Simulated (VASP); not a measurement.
# Pb in VASP: further runs

One slab, Pb, is run at these levels: PBE; tasks: single point, relaxation of the atoms.

Program: VASP 6.6.1. These are calculated values, not measurements. Logs are shortened: lines on timing, memory, paths and dates and some standing lists are left out, and cuts for length are marked.

## Step 1: The slab as given

The cell holds a slab with vacuum, 5 atoms: a = 3.565 Å, b = 3.565 Å, c = 26.642 Å, α = 90.00°, β = 90.00°, γ = 120.00°.

The slab is cut from a database's or a generator's crystal, which needn't be the stable form of the element.

## Step 2: Single point, PBE

INCAR reads:

```
PREC = Accurate
ENCUT = 520
EDIFF = 1E-6
ISMEAR = 1
SIGMA = 0.1
LREAL = F
LASPH = T
NELM = 80
ALGO = Normal
ISIF = 2
LWAVE = F
LCHARG = F
LDIPOL = T
IDIPOL = 3
DIPOL = 0.5 0.5 0.500
GGA = PE
NBANDS = 43
LVHAR = T
LVACPOTAV = T
ICORELEVEL = 1
KPAR = 2
```

KPOINTS reads:

```
Automatic mesh
0
Gamma
  12 12 1
```

POSCAR reads:

```
Pb
1.0
    3.5645663000      0.0000000000      0.0000000000
   -1.7822831500      3.0870049700      0.0000000000
    0.0000000000      0.0000000000     26.6418247700
Pb
5
Direct
    0.6666666700      0.3333333300      0.2815122500
    0.3333333300      0.6666666700      0.3907561200
    0.0000000000      0.0000000000      0.5000000000
    0.6666666700      0.3333333300      0.6092438800
    0.3333333300      0.6666666700      0.7184877500
```

Potentials or basis: VASP PAW PBE potentials, release 64 (Pb_d).

Command:

```bash
cat potpaw_PBE.64/Pb_d/POTCAR > POTCAR
mpirun -np 2 vasp_std > vasp.out
```

OUTCAR:

```text
PREC = Accurate
   ENCUT = 520
   EDIFF = 1E-6
   ISMEAR = 1
   LREAL = F
   LASPH = T
   NELM = 80
   ISIF = 2
   GGA = PE

 ion  position               nearest neighbor table
   1  0.667  0.333  0.282-   2 3.56   2 3.56   2 3.56
   2  0.333  0.667  0.391-   1 3.56   1 3.56   1 3.56   3 3.56   3 3.56   3 3.56
   3  0.000  0.000  0.500-   2 3.56   4 3.56   4 3.56   2 3.56   4 3.56   2 3.56
   4  0.667  0.333  0.609-   5 3.56   5 3.56   5 3.56   3 3.56   3 3.56   3 3.56
   5  0.333  0.667  0.718-   4 3.56   4 3.56   4 3.56

  LATTYP: Found a hexagonal cell.
 ALAT       =     3.5645663000
 C/A-ratio  =     7.4740718864

  Lattice vectors:

 A1 = (   3.5645663000,   0.0000000000,   0.0000000000)
 A2 = (  -1.7822831500,   3.0870049700,   0.0000000000)
 A3 = (   0.0000000000,   0.0000000000,  26.6418247700)

Analysis of symmetry for initial positions (statically):
=====================================================================
 Subroutine PRICEL returns:
 Original cell was already a primitive cell.

 Routine SETGRP: Setting up the symmetry group for a
 hexagonal supercell.

 Subroutine GETGRP returns: Found 12 space group operations
 (whereof 12 operations were pure point group operations)
 out of a pool of 24 trial point group operations.

The static configuration has the point symmetry D_3d.

Analysis of symmetry for dynamics (positions and initial velocities):
=====================================================================
 Subroutine PRICEL returns:
 Original cell was already a primitive cell.

 Routine SETGRP: Setting up the symmetry group for a
 hexagonal supercell.

 Subroutine GETGRP returns: Found 12 space group operations
 (whereof 12 operations were pure point group operations)
 out of a pool of 24 trial point group operations.

The dynamic configuration has the point symmetry D_3d.

 Subroutine INISYM returns: Found 12 space group operations
 (whereof 12 operations are pure point group operations),
 and found     1 'primitive' translations

----------------------------------------------------------------------------------------

                                     Primitive cell

  volume of cell :     293.1622

  direct lattice vectors                    reciprocal lattice vectors
     3.564566300  0.000000000  0.000000000     0.280539038  0.161969289  0.000000000
    -1.782283150  3.087004970  0.000000000     0.000000000  0.323938578  0.000000000
     0.000000000  0.000000000 26.641824770     0.000000000  0.000000000  0.037534966

  length of vectors
     3.564566300  3.564566301 26.641824770     0.323938578  0.323938578  0.037534966

  position of ions in fractional coordinates (direct lattice)
     0.666666670  0.333333330  0.281512250
     0.333333330  0.666666670  0.390756120
     0.000000000  0.000000000  0.500000000
     0.666666670  0.333333330  0.609243880
     0.333333330  0.666666670  0.718487750

  ion indices of the primitive-cell ions
   primitive index   ion index
                 1           1
                 2           2
                 3           3
                 4           4
                 5           5

----------------------------------------------------------------------------------------

 KPOINTS: Automatic mesh

Automatic generation of k-mesh.
 Grid dimensions read from file:
 generate k-points for:   12   12    1

 Generating k-lattice:

  Cartesian coordinates                     Fractional coordinates (reciprocal lattice)
     0.023378253  0.013497441  0.000000000     0.083333333 -0.000000000  0.000000000
     0.000000000  0.026994881  0.000000000     0.000000000  0.083333333  0.000000000
     0.000000000  0.000000000  0.037534966     0.000000000  0.000000000  1.000000000

  Length of vectors
     0.026994881  0.026994881  0.037534966

  Shift w.r.t. Gamma in fractional coordinates (k-lattice)
     0.000000000  0.000000000  0.000000000

 Subroutine IBZKPT returns following result:
 ===========================================

 Found     19 irreducible k-points:

 Following reciprocal coordinates:
            Coordinates               Weight
  0.000000  0.000000  0.000000      1.000000
  0.083333  0.000000  0.000000      6.000000
  0.166667  0.000000  0.000000      6.000000
  0.250000  0.000000  0.000000      6.000000
  0.333333  0.000000  0.000000      6.000000
  0.416667  0.000000  0.000000      6.000000
[... 11 lines left out ...]
  0.333333  0.250000  0.000000     12.000000
  0.333333  0.333333  0.000000      2.000000
   k-points           NKPTS =     19   k-points in BZ     NKDIM =     19   number of bands    NBANDS=     43
   number of dos      NEDOS =    301   number of ions     NIONS =      5
   total plane-waves  NPLWV = 156800
   dimension x,y,z NGX =    28 NGY =   28 NGZ =  200
   dimension x,y,z NGXF=    56 NGYF=   56 NGZF=  400
   ions per type =               5
   NGX,Y,Z   is equivalent  to a cutoff of  13.06, 13.06, 12.48 a.u.
   NGXF,Y,Z  is equivalent  to a cutoff of  26.12, 26.12, 24.96 a.u.
 SYSTEM =  unknown system
   PREC   = accura    normal or accurate (medium, high low for compatibility)
   ISTART =      0    job   : 0-new  1-cont  2-samecut
   ICHARG =      2    charge: 1-file 2-atom 10-const
   ISPIN  =      1    spin polarized calculation?
   LNONCOLLINEAR =      F non collinear calculations
   LSORBIT =      F    spin-orbit coupling
   LASPH  =      T    aspherical Exc in radial PAW
   ENCUT  =  520.0 eV  38.22 Ry    6.18 a.u.   6.63  6.63 49.54*2*pi/ulx,y,z
   NELM   =     80;   NELMIN=  2; NELMDL= -5     # of ELM steps
   EDIFF  = 0.1E-05   stopping-criterion for ELM
   LREAL  =      F    real-space projection
   EDIFFG = 0.1E-04   stopping-criterion for IOM
   NSW    =      0    number of steps for IOM
   IBRION =     -1    ionic relax: 0-MD 1-quasi-New 2-CG
   NFREE  =      0    steps in history (QN), initial steepest desc. (CG)
   ISIF   =      2    stress and relaxation
   ISYM   =      2    0-nonsym 1-usesym 2-fastsym
   POTIM  = 0.5000    time-step for ionic-motion
   TEBEG  =    0.0;   TEEND  =   0.0 temperature during run
   PSTRESS=    0.0 pullay stress
   NELECT =      70.0000    total number of electrons
   NUPDOWN=      -1.0000    fix difference up-down
   EMIN   =  10.00;   EMAX   =-10.00  energy-range for DOS
   EFERMI =   0.00;   METHOD = LEGACY
   ISMEAR =     1;   SIGMA  =   0.10  broadening in eV -4-tet -1-fermi 0-gaus
   EFERMI_NEDOS =   21; number of points for ismear=-14 and -15
   IALGO  =     38    algorithm
   IMIX   =      4    mixing-type and parameters
     AMIX     =   0.40;   BMIX     =  1.00
     AMIX_MAG =   1.60;   BMIX_MAG =  1.00
  volume/ion in A,a.u.               =      58.63       395.67
  Fermi-wavevector in a.u.,A,eV,Ry     =   1.015636  1.919274 14.034640  1.031517
  Thomas-Fermi vector in A             =   2.148934
   LORBIT       =      0    0 simple, 1 ext, 2 COOP (PROOUT), +10 PAW based schemes
   GGA     = PE    functional components
   LHFCALC =     F    Hartree Fock is set to
   AEXX    =    0.0000 exact exchange contribution
   IVDW    =     0    specifies the selected vdW correction
   LEPSILON=     F    determine dielectric tensor
   LRPA    =     F    only Hartree local field effects (RPA)
 non-spin polarized calculation
 Methfessel and Paxton  Order N= 1 SIGMA  =   0.10
  energy-cutoff  :      520.00
  volume of cell :      293.16
 maximum number of plane-waves:      7995
 NGX is ok and might be reduce to    28
   NGX = 13   NGY = 13   NGZ = 99

 number of electron      70.0000004 magnetization

 dipolmoment           0.000000      0.000000      0.000000 electrons x Angstroem

 Free energy of the ion-electron system (eV)
  ---------------------------------------------------
  ext. energy  EPLUGINS =         0.00000000
  ---------------------------------------------------
  free energy    TOTEN  =       -17.36926172 eV

  energy without entropy =      -17.36302693  energy(sigma->0) =      -17.36718346

 the core state eigenenergies are
   1-  1s -88085.8621  2s -15747.3666  2p -13502.1286  3s  -3775.6152  3p  -3132.1525
       3d  -2477.2056  4s   -850.1351  4p   -639.3415  4d   -395.7283  4f   -126.7597
       5s   -137.9248  5p    -79.6167
   2-  1s -88085.7516  2s -15747.2607  2p -13502.0225  3s  -3775.5130  3p  -3132.0504
       3d  -2477.1031  4s   -850.0385  4p   -639.2455  4d   -395.6329  4f   -126.6650
       5s   -137.8398  5p    -79.5343
   3-  1s -88085.8246  2s -15747.3333  2p -13502.0951  3s  -3775.5857  3p  -3132.1231
       3d  -2477.1758  4s   -850.1113  4p   -639.3183  4d   -395.7057  4f   -126.7378
       5s   -137.9126  5p    -79.6073
   4-  1s -88085.7516  2s -15747.2607  2p -13502.0225  3s  -3775.5130  3p  -3132.0504
       3d  -2477.1031  4s   -850.0385  4p   -639.2455  4d   -395.6329  4f   -126.6650
       5s   -137.8398  5p    -79.5343
   5-  1s -88085.8621  2s -15747.3666  2p -13502.1286  3s  -3775.6152  3p  -3132.1525
       3d  -2477.2056  4s   -850.1351  4p   -639.3415  4d   -395.7283  4f   -126.7597
       5s   -137.9248  5p    -79.6167

 E-fermi :   2.0217     XC(G=0):  -5.9969

 val. band max:        2.0004809868   @ k =   0.0833   0.0833   0.0000
 cond. band min:       2.0353140424   @ k =   0.2500   0.0833   0.0000
 fundamental gap:      0.0348330556
 Fermi energy:         2.0216591906

 k-point     1 :       0.0000    0.0000    0.0000
  band No.  band energies     occupation
      1     -15.1341      2.00000
      2     -15.1335      2.00000
      3     -15.1268      2.00000
      4     -15.1018      2.00000
      5     -15.1018      2.00000
      6     -15.0748      2.00000
[... 35 lines left out ...]
     42       7.6829      0.00000
     43       8.1020      0.00000

 k-point     2 :       0.0833    0.0000    0.0000
  band No.  band energies     occupation
      1     -15.1275      2.00000
      2     -15.1271      2.00000
      3     -15.1236      2.00000
      4     -15.1037      2.00000
      5     -15.0890      2.00000
      6     -15.0785      2.00000
[... 774 lines left out ...]
 k-point    19 :       0.3333    0.3333    0.0000
  band No.  band energies     occupation
      1     -15.1201      2.00000
      2     -15.1201      2.00000
      3     -15.1136      2.00000
      4     -15.0917      2.00000
      5     -15.0727      2.00000
      6     -15.0727      2.00000
[... 35 lines left out ...]
     42       4.0775      0.00000
     43       4.6326      0.00000

------------------------ aborting loop because EDIFF is reached ----------------------------------------

  FORCE on cell =-STRESS in cart. coord.  units (eV):
  Direction    XX          YY          ZZ          XY          YZ          ZX
  --------------------------------------------------------------------------------------
  -------------------------------------------------------------------------------------
  Total       -1.2843516     -1.2843516     -0.8529428      0.0000000      0.0000000     -0.0000000
  in kB       -7.0191822     -7.0191822     -4.6614657      0.0000000      0.0000000     -0.0000000
  external PRESSURE =      -6.2332767 kB  Pullay stress =       0.0000000 kB

 VOLUME and BASIS-vectors are now :
 -----------------------------------------------------------------------------
  energy-cutoff  :      520.00
  volume of cell :      293.16
      direct lattice vectors                 reciprocal lattice vectors
     3.564566300  0.000000000  0.000000000     0.280539038  0.161969289  0.000000000
    -1.782283150  3.087004970  0.000000000     0.000000000  0.323938578  0.000000000
     0.000000000  0.000000000 26.641824770     0.000000000  0.000000000  0.037534966

 POSITION                                       TOTAL-FORCE (eV/Angst)
 -----------------------------------------------------------------------------------
      1.78228      1.02900      7.50000        -0.000000     -0.000000      0.176778
     -0.00000      2.05800     10.41046         0.000000      0.000000     -0.220391
      0.00000      0.00000     13.32091        -0.000000      0.000000      0.000000
      1.78228      1.02900     16.23137        -0.000000     -0.000000      0.220391
     -0.00000      2.05800     19.14182         0.000000      0.000000     -0.176778
 -----------------------------------------------------------------------------------
    total drift:                                0.000000      0.000000      0.000000

  FREE ENERGIE OF THE ION-ELECTRON SYSTEM (eV)
  ---------------------------------------------------
  free  energy   TOTEN  =       -17.3692617248 eV

  energy  without entropy=      -17.3630269319  energy(sigma->0) =      -17.36718346

 vacuum level on the upper side and lower side of the slab         5.737         5.737
```

Wall time 95 s (2 MPI ranks of Intel Xeon 6975P-C (Granite Rapids), shared host); peak memory 0.45 GiB.

Results:

```
Free energy                     : -17.3693 eV
Largest force                   : 0.220 eV/Å
Band gap on the k mesh          : none (metal or under the smearing width)
Work function of the upper face : 3.72 eV
Work function of the lower face : 3.72 eV
```

Forces on the atoms (eV/Å):
```
Pb   0.000  0.000  0.177
Pb   0.000  0.000 -0.220
Pb   0.000  0.000  0.000
Pb   0.000  0.000  0.220
Pb   0.000  0.000 -0.177
```

Levels at points of the mesh, in eV from the Fermi level:
| k point | band 32 | band 33 | band 34 | band 35 | band 36 | band 37 | band 38 | band 39 |
| --- | --- | --- | --- | --- | --- | --- | --- | --- |
| (0.00, 0.00, 0.00) | -2.10 | -0.25 | 1.77 | 3.23 | 3.49 | 4.91 | 4.94 | 5.33 |
| (0.50, 0.00, 0.00) | -3.16 | -2.84 | -2.43 | -2.26 | 0.63 | 0.92 | 1.45 | 2.09 |

Core levels (eV, on the scale of the bands):
```csv
atom,levels
1 Pb,"1s -88085.9, 2s -15747.4, 2p -13502.1, 3s -3775.6, 3p -3132.2, 3d -2477.2, 4s -850.1, 4p -639.3, 4d -395.7, 4f -126.8, 5s -137.9, 5p -79.6"
2 Pb,"1s -88085.8, 2s -15747.3, 2p -13502.0, 3s -3775.5, 3p -3132.1, 3d -2477.1, 4s -850.0, 4p -639.2, 4d -395.6, 4f -126.7, 5s -137.8, 5p -79.5"
3 Pb,"1s -88085.8, 2s -15747.3, 2p -13502.1, 3s -3775.6, 3p -3132.1, 3d -2477.2, 4s -850.1, 4p -639.3, 4d -395.7, 4f -126.7, 5s -137.9, 5p -79.6"
4 Pb,"1s -88085.8, 2s -15747.3, 2p -13502.0, 3s -3775.5, 3p -3132.1, 3d -2477.1, 4s -850.0, 4p -639.2, 4d -395.6, 4f -126.7, 5s -137.8, 5p -79.5"
5 Pb,"1s -88085.9, 2s -15747.4, 2p -13502.1, 3s -3775.6, 3p -3132.2, 3d -2477.2, 4s -850.1, 4p -639.3, 4d -395.7, 4f -126.8, 5s -137.9, 5p -79.6"
```

Spin-orbit coupling is left out, which matters for the levels of Pb.

## Step 3: Relaxation of the atoms, PBE

INCAR reads:

```
SYSTEM = Pb
PREC = Accurate
ENCUT = 520
EDIFF = 1E-6
ISMEAR = 1
SIGMA = 0.1
LREAL = .FALSE.
LASPH = .TRUE.
NELM = 80
ALGO = Normal
ISIF = 2
LWAVE = .FALSE.
LCHARG = .FALSE.
LDIPOL = .TRUE.
IDIPOL = 3
DIPOL = 0.5 0.5 0.500
GGA = PE
IBRION = 2
NSW = 80
EDIFFG = -0.02
KPAR = 2
```

KPOINTS reads:

```
regular mesh
0
G
  12 12 1
  0 0 0
```

POSCAR is that of step 2.

Potentials or basis: VASP PAW PBE potentials, release 64 (Pb_d).

Command:

```bash
cat potpaw_PBE.64/Pb_d/POTCAR > POTCAR
mpirun -np 2 vasp_std > vasp.out
```

It took 12 min on 2 MPI ranks of Intel Xeon 6975P-C (Granite Rapids), shared host; peak memory 0.5 GiB.

It converged, with:

- Free energy: -17.4138 eV
- Energy gained by relaxing: 8.9 meV/atom
- Ionic steps: 15
- Band gap on the k mesh: none (metal or under the smearing width)

Forces in eV/Å, atoms in the order of the input:
```
Pb   0.000  0.000 -0.002
Pb   0.000  0.000  0.002
Pb   0.000  0.000  0.000
Pb   0.000  0.000 -0.002
Pb   0.000  0.000  0.002
```

The path:
```tsv
step	energy change (eV)	largest force (eV/Å)	pressure (GPa)
1	0.0000	0.2204	-0.62
2	-0.0073	0.1931	-0.59
3	-0.0238	0.1084	-0.51
4	-0.0307	0.0869	-0.28
5	-0.0321	0.0421	-0.36
6	-0.0321	0.0386	-0.35
7	-0.0327	0.0360	-0.31
8	-0.0346	0.0358	-0.29
9	-0.0381	0.0342	-0.20
10	-0.0434	0.0251	0.01
11	-0.0324	0.1582	0.51
12	-0.0441	0.0307	0.08
13	-0.0442	0.0339	0.13
14	-0.0430	0.0642	0.10
15	-0.0446	0.0022	0.14
```

Final structure:
```yaml
crystal:
  lattice:
    - [3.56457, 0.00000, 0.00000]
    - [-1.78228, 3.08700, 0.00000]
    - [0.00000, 0.00000, 26.64182]
  atoms:
    - { symbol: Pb, position: [0.66667, 0.33333, 0.29003] }
    - { symbol: Pb, position: [0.33333, 0.66667, 0.39100] }
    - { symbol: Pb, position: [0.00000, 0.00000, 0.50000] }
    - { symbol: Pb, position: [0.66667, 0.33333, 0.60900] }
    - { symbol: Pb, position: [0.33333, 0.66667, 0.70997] }
```

Levels at points of the mesh, in eV from the Fermi level:
| k point | band 32 | band 33 | band 34 | band 35 | band 36 | band 37 | band 38 | band 39 |
| --- | --- | --- | --- | --- | --- | --- | --- | --- |
| (0.00, 0.00, 0.00) | -2.03 | 0.06 | 2.12 | 3.24 | 3.54 | 4.96 | 5.05 | 5.19 |
| (0.50, 0.00, 0.00) | -3.30 | -2.86 | -2.37 | -2.19 | 0.75 | 0.95 | 1.65 | 1.92 |

The run has no spin-orbit coupling, so splittings on Pb are missing.

## Step 4: Single point, PBE

INCAR reads:

```
PREC = Accurate
ENCUT = 520
EDIFF = 1E-6
ISMEAR = 1
SIGMA = 0.1
LREAL = F
LASPH = T
NELM = 80
ALGO = Normal
ISIF = 2
LWAVE = F
LCHARG = F
LDIPOL = T
IDIPOL = 3
DIPOL = 0.5 0.5 0.500
GGA = PE
NBANDS = 43
LVHAR = T
LVACPOTAV = T
ICORELEVEL = 1
KPAR = 2
```

KPOINTS reads:

```
Automatic mesh
0
Gamma
  12 12 1
```

POSCAR reads:

```
Pb                                      
1.0
    3.5645663000      0.0000000000      0.0000000000
   -1.7822831500      3.0870049700      0.0000000000
    0.0000000000      0.0000000000     26.6418247700
  Pb            
     5
Direct
     0.6666666699999979    0.3333333300000021    0.2900341255938693
     0.3333333300000021    0.6666666699999979    0.3909958949792023
     0.0000000000000000    0.0000000000000000    0.5000000000000000
     0.6666666699999979    0.3333333300000021    0.6090041050207976
     0.3333333300000021    0.6666666699999979    0.7099658744061307
```

Command:

```bash
cat potpaw_PBE.64/Pb_d/POTCAR > POTCAR
mpirun -np 2 vasp_std > vasp.out
```

Wall time 87 s (2 MPI ranks of Intel Xeon 6975P-C (Granite Rapids), shared host); peak memory 0.47 GiB.

The run converged. Its results:

```
Free energy                     : -17.4138 eV
Band gap on the k mesh          : none (metal or under the smearing width)
Work function of the upper face : 3.54 eV
Work function of the lower face : 3.54 eV
```

Forces on the atoms (eV/Å):
```
Pb   0.000  0.000 -0.002
Pb   0.000  0.000  0.001
Pb   0.000  0.000  0.000
Pb   0.000  0.000 -0.001
Pb   0.000  0.000  0.002
```

Levels at points of the mesh, in eV from the Fermi level:
```csv
k point,band 33,band 34,band 35,band 36,band 37,band 38
"(0.00, 0.00, 0.00)",0.06,2.12,3.24,3.52,4.93,5.05
"(0.50, 0.00, 0.00)",-2.86,-2.37,-2.19,0.75,0.95,1.65
```

Core levels (eV, on the scale of the bands):
| atom | levels |
| --- | --- |
| 1 Pb | 1s -88085.8, 2s -15747.3, 2p -13502.0, 3s -3775.5, 3p -3132.1, 3d -2477.1, 4s -850.0, 4p -639.2, 4d -395.6, 4f -126.7, 5s -137.8, 5p -79.5 |
| 2 Pb | 1s -88085.6, 2s -15747.1, 2p -13501.9, 3s -3775.4, 3p -3131.9, 3d -2477.0, 4s -849.9, 4p -639.1, 4d -395.5, 4f -126.6, 5s -137.7, 5p -79.4 |
| 3 Pb | 1s -88085.8, 2s -15747.3, 2p -13502.1, 3s -3775.5, 3p -3132.1, 3d -2477.1, 4s -850.1, 4p -639.3, 4d -395.7, 4f -126.7, 5s -137.9, 5p -79.6 |
| 4 Pb | 1s -88085.6, 2s -15747.1, 2p -13501.9, 3s -3775.4, 3p -3131.9, 3d -2477.0, 4s -849.9, 4p -639.1, 4d -395.5, 4f -126.6, 5s -137.7, 5p -79.4 |
| 5 Pb | 1s -88085.8, 2s -15747.3, 2p -13502.0, 3s -3775.5, 3p -3132.1, 3d -2477.1, 4s -850.0, 4p -639.2, 4d -395.6, 4f -126.7, 5s -137.8, 5p -79.5 |

The run has no spin-orbit coupling, so splittings on Pb are missing.
